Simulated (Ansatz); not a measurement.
# SiNi (P2_13) in Ansatz: a series of runs

One crystal, SiNi, is run at these levels: PBEsol; tasks: single point.

All numbers are computed with Ansatz 0.2.0; they aren't measurements. Logs are shortened: lines on timing, memory, paths and dates and some standing lists are left out, and cuts for length are marked.

**1. Starting point**

It takes space group P2_13 (No. 198, cubic). The conventional cell has a = 4.504 Å, b = 4.504 Å, c = 4.504 Å, α = 90.00°, β = 90.00°, γ = 90.00°. Ni (site symmetry 3) is surrounded by 7 Si at 2.36 to 2.44 Å. Si (site symmetry 3) is surrounded by 7 Ni at 2.36 to 2.44 Å.

The cell is a database's computed one.

**2. Single point, PBEsol, collinear spin, ferromagnetic start**

Input file input.yaml:

```yaml
crystal:
  lattice:
    - [4.503694, 0.0, 0.0]
    - [0.0, 4.503694, 0.0]
    - [0.0, 0.0, 4.503694]
  atoms:
    - { symbol: Ni, position: [0.149504, 0.149504, 0.149504], spin: 0.5 }
    - { symbol: Ni, position: [0.649504, 0.350496, 0.850496], spin: 0.5 }
    - { symbol: Ni, position: [0.850496, 0.649504, 0.350496], spin: 0.5 }
    - { symbol: Ni, position: [0.350496, 0.850496, 0.649504], spin: 0.5 }
    - { symbol: Si, position: [0.84683, 0.84683, 0.84683] }
    - { symbol: Si, position: [0.34683, 0.65317, 0.15317] }
    - { symbol: Si, position: [0.15317, 0.34683, 0.65317] }
    - { symbol: Si, position: [0.65317, 0.15317, 0.34683] }
hamiltonian:
  xc: pbesol
  pseudopotentials: { kind: paw }
magnetization:
  spin_polarized: true
  initial_magnetization: 2.0
  spin_locking: { lock_magnetization: hard }
kpoints:
  mp_grid: { grid: [5, 5, 5] }
scf:
  occupations: { method: fermi_dirac, width: 0.05 }
  lower_state_search: "off"
output:
  forces: true
  stress: true
  eigenvalues: true
```

Potentials or basis: Ansatz PAW.

Started as:

```sh
$ ansatz run input.yaml --threads 4 --pin off --max-ram 11264MiB --backend cpu --events-out ev --progress --plain --runs-dir out
```

The log of the run:

```text
Warning: output.stress: scf.convergence.dr2_threshold = 1e-7 eV (the SCF's general default) is looser than the 8e-10 eV advised for a printed stress (1e-10 eV for each atom of the cell: 8). What an SCF threshold leaves in a stress goes as its square root, and in the free energy as the threshold itself, and one threshold admits the most on a small cell: of the crystals measured, under no hybrid functional and no lock of the moments, on runs that ended without the residual-converged pass, on stresses that held no estimate of that error, the worst erred by over 100 MPa in a component at 1e-7 eV an atom and by under 5 at 1e-10. Set scf.convergence.dr2_threshold to 8e-10 eV or tighter. The threshold is an SCF's pass mark: one that does not reach it within its budget of iterations ends unconverged, or closes short of it on a stop that the run arms, and scf.convergence.dr2_threshold's page says what that costs each kind of run
Warning: RAYON_NUM_THREADS=4 ignored (pool sized by the plan → 4); use --threads N
Engine: ansatz 0.2.0, x86_64-unknown-linux-gnu
Pseudopotentials: kind: paw
Pseudopotential: Ni, paw, valence charge 18, recommended cutoff 420 eV (normal), Ni.paw.azcp
Pseudopotential: Si, paw, valence charge 4, recommended cutoff 420 eV (normal), Si.paw.azcp
Functional definition: PBEsol
  exchange = pbesol_x
  correlation = pbesol_c
Crystal: 8 atoms, lattice volume = 91.350 Å³
Basis set: ecut = 420 eV, 1791 PW (Γ), exchange–correlation on 64×64×64 points (8 copies of the dense FFT grid, shifted against one another)
Bands: 54, of which v1, the nominal top of the filled ones, is band 44 counted from 1 (43 counted from 0)
Symmetry: 12 space group operations
Space group: P213 (ITA 198), of the structure as read, at distance tolerance 4.5e-5 Å
Magnetic group: BNS 198.9 (UNI 1511), of the structure as read, at distance tolerance 4.5e-5 Å
k-points: 11 of 125 (time reversal used)
Non-local potential: Ni, projectors of the file, l = 0: 3, l = 1: 2, l = 2: 3, l = 3: 1
Non-local potential: Si, projectors of the file, l = 0: 2, l = 1: 2, l = 2: 2
PAW form: soft (Blöchl's): semilocal exchange-correlation on the pseudo side does not see the compensation charge
PAW frozen core: Ni, regenerated for the run's functional, and the local potential with it (the file was generated under x = pbe(κ = 0.804, μ = 0.2195149727645171), c = pbe(β = 0.06672455060314922))
PAW frozen core: Si, regenerated for the run's functional, and the local potential with it (the file was generated under x = pbe(κ = 0.804, μ = 0.2195149727645171), c = pbe(β = 0.06672455060314922))
PAW one-centre angular grid: Ni, 590 points (default); XC on 64 Gauss nodes
PAW one-centre angular grid: Si, 110 points (default); XC on 64 Gauss nodes
[... 23 lines left out ...]
Free energy (F): -25709.310991 eV
Harris-Foulkes:  -25709.310991 eV  (|F-HF|=8.70e-9)
Internal energy: -25709.282345 eV  (E = F + TS)
E sigma→0 (E₀):  -25709.296668 eV
Entropy (-TS):   -0.028646 eV (-3.581 meV/atom)
Fermi energy:    16.257457 (↑ 16.814373, ↓ 15.700542) eV
--- Per-component energies (eV) ---
  E_band       = -1192.482487
  E_kinetic    = 1316.128449
  E_local      = -17322.589070  (includes V_loc(G=0)·N_el)
  E_nonlocal   = 2651.944183
  E_hartree    = 7458.945070
  E_xc         = -566.922463
  E_vxc        = -638.306920  (∫ρ·V_xc dr)
  E_paw        = -8382.435267  (= ΣΔE_a)
  E_vpaw       = -2117.543007  (= ΣTr[D̂ρ^β])
  E_aug_tail   = 0.002159  (compensation charges beyond the density's cutoff)
  E_ewald      = -10865.270803
  E_core_change = 0.915398  (= ΣΔE_core)
  E_smearing   = -0.028646  (= −TS)
  E_closure    = 0.000000  (closes the sum)
  Σ components = -25709.310991   (vs F -25709.310991, Δ=0.00e0)
--- Forces (eV/Å), atoms counted from 1 ---
  atom   1  Ni    -0.02978160    -0.02978160    -0.02978160
  atom   2  Ni    -0.02978160     0.02978160     0.02978160
  atom   3  Ni     0.02978160    -0.02978160     0.02978160
  atom   4  Ni     0.02978160     0.02978160    -0.02978160
  atom   5  Si    -0.03074016    -0.03074016    -0.03074016
  atom   6  Si    -0.03074016     0.03074016     0.03074016
  atom   7  Si     0.03074016    -0.03074016     0.03074016
  atom   8  Si     0.03074016     0.03074016    -0.03074016
  max |Σ_I F_I| component: 8.33e-17 eV/Å
--- Stress (GPa, compression-positive) ---
       -2.569853       0.000000      -0.000000
        0.000000      -2.569853      -0.000000
       -0.000000       0.000000      -2.569853
  P = ⅓ Tr σ = -2.5699 GPa (-25.699 kbar)
--- Band table (eV; the first three rows and the last of 22) ---
  k-point 0 ↑: bands = ["-87.7913", "-87.7863", "-87.7863", "-87.7863", "-48.4299", "-48.4299", "-48.4299", "-48.4106", "-48.3152", "-48.3152", "-48.3152", "-48.2969", "-48.2969", "-48.2897", "-48.2897", "-48.2897", "2.0673", "7.4645", "7.4645", "7.4645", "9.9599", "9.9599", "9.9599", "11.5410", "11.5410", "11.5410", "12.1132", "12.1441", "12.1441", "12.4101", "12.4101", "12.4101", "12.8315", "12.8315", "12.8315", "13.8086", "13.8086", "13.8086", "13.8745", "13.8745", "14.5205", "14.5205", "14.5205", "17.1828", "17.1828", "17.1828", "17.5800", "17.5800", "18.2160", "18.2160", "18.2160", "19.6543", "20.7642", "20.7642"]
  k-point 1 ↑: bands = ["-87.7909", "-87.7873", "-87.7862", "-87.7858", "-48.4322", "-48.4304", "-48.4259", "-48.4119", "-48.3195", "-48.3169", "-48.3090", "-48.2965", "-48.2951", "-48.2913", "-48.2911", "-48.2889", "2.3533", "6.1041", "7.6535", "8.2576", "9.4752", "10.1061", "10.6513", "10.9335", "11.1329", "11.8879", "12.1697", "12.1836", "12.3389", "12.3926", "12.4442", "12.4456", "12.7622", "12.7810", "13.0569", "13.5706", "13.6580", "13.8153", "13.9033", "13.9978", "14.3556", "14.4201", "15.2072", "16.3079", "16.4373", "16.6303", "16.9677", "18.1111", "18.6018", "18.6153", "19.2689", "19.9333", "20.5281", "21.7927"]
  k-point 2 ↑: bands = ["-87.7899", "-87.7886", "-87.7859", "-87.7857", "-48.4326", "-48.4317", "-48.4207", "-48.4157", "-48.3210", "-48.3198", "-48.3021", "-48.2965", "-48.2942", "-48.2931", "-48.2919", "-48.2896", "3.1913", "4.5084", "8.1662", "8.6566", "9.5131", "10.0701", "10.2941", "10.6380", "11.5476", "11.5747", "12.0366", "12.2422", "12.3501", "12.3550", "12.5308", "12.5401", "12.7952", "12.9530", "13.0566", "13.2367", "13.6347", "13.7089", "13.9603", "13.9945", "14.1838", "14.2528", "15.4690", "15.7430", "15.9818", "16.0263", "18.1746", "18.7578", "19.0139", "19.1568", "19.5767", "20.1125", "20.4936", "20.7460"]
  k-point 10 ↓: bands = ["-87.3688", "-87.3685", "-87.3675", "-87.3673", "-48.0264", "-48.0255", "-48.0216", "-48.0204", "-47.9067", "-47.9054", "-47.9004", "-47.8988", "-47.8799", "-47.8795", "-47.8771", "-47.8768", "5.3498", "5.9824", "6.5572", "7.0609", "8.2547", "8.7426", "9.4693", "9.9190", "12.1315", "12.2919", "12.3103", "12.5197", "12.5247", "12.7311", "12.7642", "12.7979", "13.5332", "13.6553", "13.7199", "13.7280", "13.7572", "13.8762", "13.9144", "13.9877", "14.5685", "14.6420", "14.9488", "15.0848", "18.7638", "19.5881", "19.7325", "20.3337", "20.4263", "20.7430", "21.1707", "21.5200", "21.6085", "22.2686"]
```

It took 1.1 s on 4 threads of AMD EPYC 9R45 (Zen 5), shared host; peak memory 0.46 GiB.

What came out:

- Free energy: -25709.3110 eV
- Pressure: -2.6 GPa
- Largest force: 0.053 eV/Å
- Net moment: 2.00 μB per cell
- Absolute moment: 2.00 μB per cell
- Site moments: Ni +0.35; Si +0.09 μB

Forces in eV/Å, atoms in the order of the input:
```
Ni  -0.030 -0.030 -0.030
Ni  -0.030  0.030  0.030
Ni   0.030 -0.030  0.030
Ni   0.030  0.030 -0.030
Si  -0.031 -0.031 -0.031
Si  -0.031  0.031  0.031
Si   0.031 -0.031  0.031
Si   0.031  0.031 -0.031
```

Caveat: the total moment is fixed, so each spin has its own Fermi level; the PAW data sets come from PBE, with cores solved anew for the run's functional, which leaves a small shift of forces and pressure; the thresholds are loose for stress.

**3. Single point, PBEsol, collinear spin, ferromagnetic start**

Input file input.yaml:

```yaml
crystal:
  lattice:
    - [4.503694, 0.0, 0.0]
    - [0.0, 4.503694, 0.0]
    - [0.0, 0.0, 4.503694]
  atoms:
    - { symbol: Ni, position: [0.149504, 0.149504, 0.149504], spin: 0.75 }
    - { symbol: Ni, position: [0.649504, 0.350496, 0.850496], spin: 0.75 }
    - { symbol: Ni, position: [0.850496, 0.649504, 0.350496], spin: 0.75 }
    - { symbol: Ni, position: [0.350496, 0.850496, 0.649504], spin: 0.75 }
    - { symbol: Si, position: [0.84683, 0.84683, 0.84683] }
    - { symbol: Si, position: [0.34683, 0.65317, 0.15317] }
    - { symbol: Si, position: [0.15317, 0.34683, 0.65317] }
    - { symbol: Si, position: [0.65317, 0.15317, 0.34683] }
hamiltonian:
  xc: pbesol
  pseudopotentials: { kind: paw }
magnetization:
  spin_polarized: true
  initial_magnetization: 3.0
  spin_locking: { lock_magnetization: hard }
kpoints:
  mp_grid: { grid: [5, 5, 5] }
scf:
  occupations: { method: fermi_dirac, width: 0.05 }
  lower_state_search: "off"
output:
  forces: true
  stress: true
  eigenvalues: true
```

Potentials or basis: Ansatz PAW.

Started as:

```sh
$ ansatz run input.yaml --threads 4 --pin off --max-ram 11264MiB --backend cpu --events-out ev --progress --plain --runs-dir out
```

The log of the run:

```text
Warning: output.stress: scf.convergence.dr2_threshold = 1e-7 eV (the SCF's general default) is looser than the 8e-10 eV advised for a printed stress (1e-10 eV for each atom of the cell: 8). What an SCF threshold leaves in a stress goes as its square root, and in the free energy as the threshold itself, and one threshold admits the most on a small cell: of the crystals measured, under no hybrid functional and no lock of the moments, on runs that ended without the residual-converged pass, on stresses that held no estimate of that error, the worst erred by over 100 MPa in a component at 1e-7 eV an atom and by under 5 at 1e-10. Set scf.convergence.dr2_threshold to 8e-10 eV or tighter. The threshold is an SCF's pass mark: one that does not reach it within its budget of iterations ends unconverged, or closes short of it on a stop that the run arms, and scf.convergence.dr2_threshold's page says what that costs each kind of run
Warning: RAYON_NUM_THREADS=4 ignored (pool sized by the plan → 4); use --threads N
[... 83 lines left out ...]
  k-point 1 ↑: bands = ["-87.9639", "-87.9603", "-87.9592", "-87.9588", "-48.5940", "-48.5922", "-48.5877", "-48.5738", "-48.4914", "-48.4889", "-48.4810", "-48.4686", "-48.4672", "-48.4633", "-48.4632", "-48.4611", "2.3228", "6.0713", "7.6146", "8.2157", "9.4318", "10.0560", "10.5855", "10.8586", "11.0537", "11.7935", "12.0620", "12.0689", "12.2075", "12.2623", "12.3194", "12.3260", "12.6424", "12.6797", "12.9447", "13.4438", "13.5287", "13.6752", "13.7651", "13.8546", "14.2329", "14.2794", "15.0975", "16.2068", "16.3290", "16.5275", "16.8795", "18.0447", "18.5341", "18.5453", "19.2122", "19.8816", "20.4790", "21.7499", "21.8220"]
  k-point 2 ↑: bands = ["-87.9629", "-87.9616", "-87.9589", "-87.9587", "-48.5944", "-48.5934", "-48.5825", "-48.5775", "-48.4930", "-48.4917", "-48.4741", "-48.4686", "-48.4663", "-48.4652", "-48.4641", "-48.4618", "3.1609", "4.4775", "8.1235", "8.6105", "9.4588", "10.0046", "10.2477", "10.5934", "11.4634", "11.4820", "11.9363", "12.1178", "12.2337", "12.2392", "12.4171", "12.4187", "12.6873", "12.8308", "12.9456", "13.1061", "13.5001", "13.5709", "13.8010", "13.8581", "14.0388", "14.1376", "15.3462", "15.6163", "15.8669", "15.9091", "18.1035", "18.7020", "18.9522", "19.1002", "19.5229", "20.0586", "20.4407", "20.6979", "20.8601"]
  k-point 10 ↓: bands = ["-87.3494", "-87.3491", "-87.3480", "-87.3478", "-48.0037", "-48.0028", "-47.9990", "-47.9978", "-47.8902", "-47.8888", "-47.8838", "-47.8822", "-47.8633", "-47.8629", "-47.8606", "-47.8603", "5.4050", "6.0423", "6.6119", "7.1167", "8.2897", "8.7796", "9.5026", "9.9543", "12.1560", "12.3121", "12.3342", "12.5340", "12.5483", "12.7471", "12.7819", "12.8137", "13.5526", "13.6717", "13.7371", "13.7423", "13.7714", "13.8911", "13.9306", "14.0034", "14.5990", "14.6733", "14.9794", "15.1157", "18.8229", "19.6499", "19.7918", "20.3896", "20.4814", "20.7923", "21.2239", "21.5735", "21.6555", "22.3216", "22.9807"]
```

Wall time 1.1 s (4 threads of AMD EPYC 9R45 (Zen 5), shared host); peak memory 0.46 GiB.

What came out:

- Free energy: -25708.6771 eV
- Pressure: -0.5 GPa
- Largest force: 0.091 eV/Å
- Net moment: 3.00 μB per cell
- Absolute moment: 3.00 μB per cell
- Site moments: Ni +0.51; Si +0.13 μB

Forces in eV/Å, atoms in the order of the input:
```
Ni  -0.053 -0.053 -0.053
Ni  -0.053  0.053  0.053
Ni   0.053 -0.053  0.053
Ni   0.053  0.053 -0.053
Si  -0.049 -0.049 -0.049
Si  -0.049  0.049  0.049
Si   0.049 -0.049  0.049
Si   0.049  0.049 -0.049
```

Caveat: the total moment is fixed, so each spin has its own Fermi level; the PAW data sets come from PBE, with cores solved anew for the run's functional, which leaves a small shift of forces and pressure; the thresholds are loose for stress.

**4. Single point, PBEsol, collinear spin, ferromagnetic start**

Input file input.yaml:

```yaml
crystal:
  lattice:
    - [4.503694, 0.0, 0.0]
    - [0.0, 4.503694, 0.0]
    - [0.0, 0.0, 4.503694]
  atoms:
    - { symbol: Ni, position: [0.149504, 0.149504, 0.149504], spin: 1.0 }
    - { symbol: Ni, position: [0.649504, 0.350496, 0.850496], spin: 1.0 }
    - { symbol: Ni, position: [0.850496, 0.649504, 0.350496], spin: 1.0 }
    - { symbol: Ni, position: [0.350496, 0.850496, 0.649504], spin: 1.0 }
    - { symbol: Si, position: [0.84683, 0.84683, 0.84683] }
    - { symbol: Si, position: [0.34683, 0.65317, 0.15317] }
    - { symbol: Si, position: [0.15317, 0.34683, 0.65317] }
    - { symbol: Si, position: [0.65317, 0.15317, 0.34683] }
hamiltonian:
  xc: pbesol
  pseudopotentials: { kind: paw }
magnetization:
  spin_polarized: true
  initial_magnetization: 4.0
  spin_locking: { lock_magnetization: hard }
kpoints:
  mp_grid: { grid: [5, 5, 5] }
scf:
  occupations: { method: fermi_dirac, width: 0.05 }
  lower_state_search: "off"
output:
  forces: true
  stress: true
  eigenvalues: true
```

Started as:

```sh
$ ansatz run input.yaml --threads 4 --pin off --max-ram 11264MiB --backend cpu --events-out ev --progress --plain --runs-dir out
```

Wall time 1.1 s (4 threads of AMD EPYC 9R45 (Zen 5), shared host); peak memory 0.46 GiB.

It converged, with:

```
Free energy     : -25707.8334 eV
Pressure        : 2.2 GPa
Largest force   : 0.152 eV/Å
Net moment      : 4.00 μB per cell
Absolute moment : 4.00 μB per cell
Site moments    : Ni +0.68; Si +0.17 μB
```

Forces in eV/Å, atoms in the order of the input:
```
Ni  -0.088 -0.088 -0.088
Ni  -0.088  0.088  0.088
Ni   0.088 -0.088  0.088
Ni   0.088  0.088 -0.088
Si  -0.058 -0.058 -0.058
Si  -0.058  0.058  0.058
Si   0.058 -0.058  0.058
Si   0.058  0.058 -0.058
```

Caveat: the total moment is fixed, so each spin has its own Fermi level; the PAW data sets come from PBE, with cores solved anew for the run's functional, which leaves a small shift of forces and pressure; the thresholds are loose for stress.

**5. The runs side by side**

| fixed moment (μB) | pressure (GPa) | moment (μB) | largest force (eV/Å) |
| --- | --- | --- | --- |
| 2.0 | -2.6 | 2.00 | 0.05 |
| 3.0 | -0.5 | 3.00 | 0.09 |
| 4.0 | 2.2 | 4.00 | 0.15 |

Alike in all rows: task single point; level PBEsol; potentials or basis Ansatz PAW; spin collinear, ferromagnetic start; cell as given; k mesh 5 × 5 × 5; cutoff (eV) 420; smearing fermi-dirac 0.05 eV.

Caveats: the total moment is fixed, so each spin has its own Fermi level; the PAW data sets come from PBE, with cores solved anew for the run's functional, which leaves a small shift of forces and pressure; the thresholds are loose for stress.

Total energies depend on the potentials used, so only differences within one code and one set of settings carry meaning.
